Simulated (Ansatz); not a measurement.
Stiffness of Zr from strained cells

```
CELL_PARAMETERS angstrom
0.00000 2.25500 2.25500
2.25500 0.00000 2.25500
2.25500 2.25500 0.00000
ATOMIC_POSITIONS crystal
Zr 0.00000 0.00000 0.00000
```

The cell is COD entry 1534901, as deposited and not checked against the literature; nothing was relaxed.

These are results of DFT, PBE, all-electron LAPW, scalar-relativistic in Ansatz 0.2.0, not measurements.

The runs use a Γ-centred 13×13×13 k mesh, Fermi–Dirac smearing of 0.05 eV, basis error target 0.5 meV/atom, no spin polarisation.

The unstrained cell is at 1.19 GPa. Large strains and very small stresses are left out. Each strain is applied once, with fractional coordinates held (clamped ions), and σ below is the change of stress, positive in tension. One finite strain gives stress–strain coefficients at this pressure with an error of the order of the strain times third-order constants, a few per cent for each per cent of strain. In a metal the k mesh adds noise of tens of per cent to soft shears.

(1) Estimate the stiffness probed by this change, and the stress that it gives: z strained by -3 % at fixed volume.

(2) With z strained by -1.5 % at fixed volume, the run gives σzz − σxx = -0.50 GPa and εzz − εxx = -0.0226. Which stiffness follows?

(3) Scaling the volume by 0.9800 and 1.0200 gives 3.11 GPa and -0.58 GPa. Combine this with the best C11 − C12 to estimate C11 and C12.

Answers

(1) σzz − σxx = -1.03 GPa and εzz − εxx = -0.0453, so C11 − C12 = (σzz − σxx)/(εzz − εxx) = 23 GPa.

(2) C11 − C12 = (σzz − σxx)/(εzz − εxx) = 22 GPa.

(3) B = −ΔP/Δln V = 92.4 GPa = (C11 + 2 C12)/3; with C11 − C12 = 22.3 GPa, C11 = B + (2/3)(C11 − C12) = 107 GPa and C12 = B − (C11 − C12)/3 = 85 GPa.
